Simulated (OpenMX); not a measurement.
The system is TiTe2.

```
Te Ti
1.0
     3.77700    0.00000    0.00000
    -1.88850    3.27098    0.00000
     0.00000    0.00000    6.49800
Te Ti
2 1
Direct
  0.33333 0.66667 0.73720
  0.66667 0.33333 0.26280
  0.00000 0.00000 0.00000
```

Program: OpenMX 3.8.5. Alike in all runs: task band structure; level PBE; cell as given; smearing fermi-dirac 0.05 eV. Hardware: 1 thread of Intel(R) Xeon(R) 6975P-C (Granite Rapids), with other jobs on the host.

Order these runs on this cell by their wall time, lowest first.
A. potentials or basis OpenMX 2013 PBE set, Te7.0-s3p2d2f1, Ti7.0-s3p2d2, grid cutoff 500 Ry; spin non-collinear, zero start, SOC; k mesh 7 × 7 × 3; SCF threshold 1e-07 Ha; max SCF cycles 160
B. potentials or basis OpenMX 2013 PBE set, Te7.0-s3p2d2, Ti7.0-s2p2d1, grid cutoff 500 Ry; spin off; k mesh 9 × 9 × 5; SCF threshold 1e-08 Ha; max SCF cycles 100
C. potentials or basis OpenMX 2013 PBE set, Te7.0-s3p3d2f1, Ti7.0-s3p2d2f1, grid cutoff 500 Ry; spin off; k mesh 9 × 9 × 5; SCF threshold 1e-08 Ha; max SCF cycles 100

B (95 s), C (250 s), A (570 s).

Caveats: total energies with and without spin-orbit coupling shouldn't be compared in this program (some runs).
